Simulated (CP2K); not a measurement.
Cd in CP2K: convergence with smearing width

The system is Cd.

```
Cd
1.0
     3.07355    0.00000    0.00000
     1.39096    2.74079    0.00000
     1.39096    0.85392    2.60437
Cd
1
Cartesian
  0.0000 0.0000 0.0000
```

This isn't the form of Cd at room conditions, which is hcp.

```yaml
Program: CP2K 2026.2
Task: single point
Functional: PBE
Potentials_or_basis: GTH_POTENTIALS Cd GTH-PBE-q12; DZVP-MOLOPT-SR-GTH basis
Density_cutoff: 6123 eV
k_mesh: 8 × 8 × 8
Occupations: fermi-dirac, width 0.5 eV
Spin: no spin polarisation
```

These are the settings of the first run; the series varies smearing width, with any setting tied to it.

Hardware: 1 thread of Arm Neoverse V1, on a shared host.

Q: The values tried are 0.5 eV, 0.3 eV, 0.2 eV, 0.1 eV, 0.05 eV, 0.025 eV, 0.01 eV, loosest first. From which on does the energy stay within 1 meV/atom of the tightest run that finished?

A: From 0.2 eV on.

| smearing width | energy less the tightest run, at zero smearing (meV/atom) | pressure (GPa) | SCF cycles | CPU time (s) | peak memory (GiB) |
| --- | --- | --- | --- | --- | --- |
| 0.5 eV | 3.40 | 3.68 | 12 | 35 | 0.21 |
| 0.3 eV | 1.93 | 3.11 | 12 | 36 | 0.21 |
| 0.2 eV | 0.72 | 2.95 | 12 | 36 | 0.21 |
| 0.1 eV | 0.02 | 2.92 | 12 | 36 | 0.21 |
| 0.05 eV | -0.22 | 2.98 | 12 | 36 | 0.21 |
| 0.025 eV | -0.18 | 3.00 | 12 | 36 | 0.21 |
| 0.01 eV | 0.00 | 2.98 | 12 | 36 | 0.21 |

Against the tightest run, the pressure stays within 0.1 GPa from 0.2 eV on. Narrower smearing needs a denser k mesh, so at a fixed mesh the narrowest width isn't the most accurate. The tightest run that finished is the yardstick and may itself not be fully converged.

Caveat, for the tightest run too: the basis of atomic orbitals isn't converged, which shifts pressures, moduli and gaps.
